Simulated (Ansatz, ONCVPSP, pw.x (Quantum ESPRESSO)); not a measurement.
# Si (Z = 14) (fcc): variants of one ONCV potential in the solid

Si, optimised norm-conserving Vanderbilt (ONCV), made with ONCVPSP 4.0.1 (PBEsol, scalar-relativistic). Core [Ne], reference 3s2 3p2. Waves: 3s: rc 1.65 bohr, ncon 3, nbas 6, qcut 3.1 1/bohr, 2 projectors, debl 3.4 Ha; 3p: rc 2.20 bohr, ncon 4, nbas 8, qcut 3.1 1/bohr, 1 projector; d scattering state at 0.16 Ha: rc 1.65 bohr, ncon 3, nbas 8, qcut 6.8 1/bohr, 2 projectors, debl 0.5 Ha. Local part: polynomial inside 1.60 bohr (lpopt 5, dvloc0 2 Ha). Core correction: polynomial model core, fcfact 0.45.

Crystal test: fcc Si in pw.x 7.5, no spin, 15³ k-points, Fermi–Dirac smearing 0.01 Ry, cutoffs set for each file from its atomic test. The reference is all-electron LAPW (Ansatz 0.2.0) with the same functional, mesh and smearing; V0 and B0 come from Birch–Murnaghan fits to the pressures at five volumes. Errors are pseudo minus all-electron; Δ is the rms difference of the E(V) curves that follow from these fits, minima aligned, over ±6 % about the mean V0. Mesh and smearing are coarse, so the numbers serve the comparison and aren't converged zero-temperature values; the lattice is a test structure that the element need not adopt.

All-electron: a0 = 3.832 Å (V0 = 14.07 Å³/atom), B0 = 91.1 GPa.

1 further variants are left out: they gave no file fit for a test, a broken result, the same result as the base, or pressures whose basis-set error rivals the error shown.

| change | cutoffs (Ry) | pw.x | a0 (Å) | a0 error (%) | B0 error (%) | Δ (meV/atom) | mean pressure error (GPa) |
| --- | --- | --- | --- | --- | --- | --- | --- |
| base | 80/320 | converged | 3.827 | -0.12 | +0.2 | 1.0 | -0.33 |
| p: rc 1.78 | 80/320 | converged | 3.828 | -0.10 | -0.0 | 0.8 | -0.28 |
| local potential polynomial inside 1.18 bohr (lpopt 5, dvloc0 2 Ha) | 80/320 | converged | 3.823 | -0.24 | +0.5 | 2.0 | -0.65 |
| s: qcut 4 | 55/220 | converged | 3.826 | -0.16 | +0.8 | 1.4 | -0.45 |
| s: qcut 2.9; p: qcut 2.9; d: qcut 6.4 | 85/340 | converged | 3.827 | -0.13 | +0.4 | 1.1 | -0.36 |
